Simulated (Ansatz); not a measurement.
As: the change of pressure and energy above lowest point with volume per atom

Equation of state of a cubic crystal from periodic Kohn-Sham density functional theory without spin; pressure corrected for the finite basis. The results are calculated, by Ansatz 0.2.0 development build.

Cell of the first row (space group Fd-3m, No. 227):
```
As
1.0
      0.0000     2.9724     2.9724
      2.9724     0.0000     2.9724
      2.9724     2.9724     0.0000
As
2
Direct
  0.00000 0.00000 0.00000
  0.25000 0.25000 0.25000
```

Settings of every row: formula As; structure type diamond; functional r2SCAN; spin treatment none; k mesh 10x10x10; occupation method fermi-dirac; occupation width 0.1 eV; wave cutoff 550 eV; datasets hand-made PAW; density cutoff ratio 4; xc grid level 2.

Limits: a cubic model structure, not a phase known at ambient conditions; the SCF threshold is loose for a stress in some rows.

```
row  volume per atom (Å³)  pressure (GPa)  energy above lowest point (meV/atom)
  1                26.261           3.231                                 15.11
  2                27.117               ?                                     ?
  3                27.974          -0.242                                     0
  4                 28.83          -1.646                                  5.14
  5                29.686          -2.863                                 17.27
```

Question: what pressure and energy above lowest point should row 2 give?

Worked fit of pressure. Take u = (V_r/V)^(2/3) − 1 with V_r = 28.402 Å³ an atom, which is twice the finite (Eulerian) strain; such expansions in the strain, on which the Birch-Murnaghan equation of state is built, carry the rest volume and the bulk modulus. The shown rows have u = 0.05364, 0.01017, -0.00992, -0.02905. Least squares give pressure = −0.9686 + 69.811 × u + 158.15 × u² GPa; a straight line predicts inner rows, each left out in turn, worse (root mean square 0.16 against 0.00085 GPa). All shown rows lie on it to the printed digit. The pressure vanishes at u = 0.0135, or V = 27.84 Å³ an atom, and there the bulk modulus at fixed shape and fractions is B = −V dP/dV = (2/3)(1 + u) dP/du = 50 GPa. The withheld row has u = 0.03135, so the fit gives −0.9686 + 69.811 × (0.03135) + 158.15 × (0.03135)² = 1.375 GPa.

The calculation gave 1.374 GPa. The fit lies 0.001 GPa (0.016 % of the column's range) above it, one unit of the last digit.

Worked fit of energy above lowest point. Take u = (V_r/V)^(2/3) − 1 with V_r = 28.402 Å³ an atom, which is twice the finite (Eulerian) strain; such expansions in the strain, on which the Birch-Murnaghan equation of state is built, carry the rest volume and the bulk modulus. The shown rows have u = 0.05364, 0.01017, -0.00992, -0.02905. Least squares give energy above lowest point = 1.644 − 260.49 × u + 9537.4 × u² meV/atom; a straight line predicts inner rows, each left out in turn, worse (root mean square 9.9 against 0.054 meV/atom). The rows lie off it by 0.00, 0.02, -0.03, 0.01. Its lowest point lies at u = 0.0137, or V = 27.83 Å³ an atom, and the curvature there gives the bulk modulus at fixed shape and fractions, B = (4/9)(1 + u)² E″(u)/V = 50.1 GPa. The withheld row has u = 0.03135, so the fit gives 1.644 − 260.49 × (0.03135) + 9537.4 × (0.03135)² = 2.85 meV/atom.

The calculation gave 2.92 meV/atom. The fit lies 0.07 meV/atom (2.4 % of the value, 0.41 % of the column's range) below it; its largest miss of a shown row is 0.03 meV/atom.
